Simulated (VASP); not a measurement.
# NaF (Villiaumite): equation of state with PBE

The system is NaF (Villiaumite).

```xyz
2
Lattice="0.0000 2.3200 2.3200 2.3200 0.0000 2.3200 2.3200 2.3200 0.0000" Properties=species:S:1:pos:R:3 pbc="T T T"
Na    0.0000    0.0000    0.0000
F     2.3200    2.3200    2.3200
```

```json
{"Program": "VASP 6.6.1", "Task": "equation of state", "Functional": "PBE", "Potentials or basis": "VASP PAW PBE potentials, release 64 (Na_pv, F)", "Cutoff": "520 eV", "k mesh": "10 × 10 × 10", "Occupations": "fermi-dirac, width 0.05 eV", "Spin": "no spin polarisation"}
```

* Equilibrium volume: 13.02 Å³/atom
* Bulk modulus: 45 GPa
* Pressure derivative of the bulk modulus: 4.3

Energy against volume, from the lowest point:
```tsv
volume (Å³/atom)	energy (meV/atom)
11.738	21.49
11.988	13.42
12.237	7.42
12.487	3.33
12.737	0.89
12.987	0.00
13.236	0.48
```

All runs of the series together: 94 s on 1 thread of Intel(R) Xeon(R) Platinum 8488C (Sapphire Rapids) (shared host).

PBE usually gives volumes a little too large and moduli too small. Zero-point motion and thermal expansion aren't in these numbers.
